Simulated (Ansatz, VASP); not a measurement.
ZrB6 in VASP and in Ansatz

```
Zr B
1.0
     4.05038    0.00000    0.00000
     0.00000    4.05038    0.00000
     0.00000    0.00000    4.05038
Zr B
1 6
Direct
  0.00000 0.00000 0.00000
  0.50000 0.50000 0.19749
  0.50000 0.50000 0.80251
  0.19749 0.50000 0.50000
  0.80251 0.50000 0.50000
  0.50000 0.19749 0.50000
  0.50000 0.80251 0.50000
```

Change from the starting cell: species swapped into the CaB6 type (Pm-3m, No. 221).

Alike in both runs: functional PBE; k mesh 4 × 4 × 4; occupations gaussian, width 0.1 eV; no spin polarisation.

Ansatz relaxed the structure, and its values are those at the end. VASP's run is a single point on that final structure, the one shown.

|  | VASP | Ansatz |
| --- | --- | --- |
| version | VASP 6.6.1 | Ansatz 0.2.0 |
| potentials or method | VASP PAW PBE potentials, release 64 (Zr_sv, B) | scalar-relativistic, plane waves, PAW |
| plane-wave cutoff (eV) | 520 | 420 |
| valence electrons in the cell | 30 | 30 |

Ansatz gave:

- gap on the k mesh at the Fermi level (eV): none
- pressure (GPa): -0.1
- rms of the force components (eV/Å): 0.007

Q: Which values does VASP return?

A: gap on the k mesh at the Fermi level (eV): none; pressure (GPa): 0.0; rms of the force components (eV/Å): 0.017.

A gap of «none» marks a metal or a gap that the smearing closes.

Caveats: the k mesh is coarse (spacing up to 0.39 Å⁻¹), so the values aren't converged.
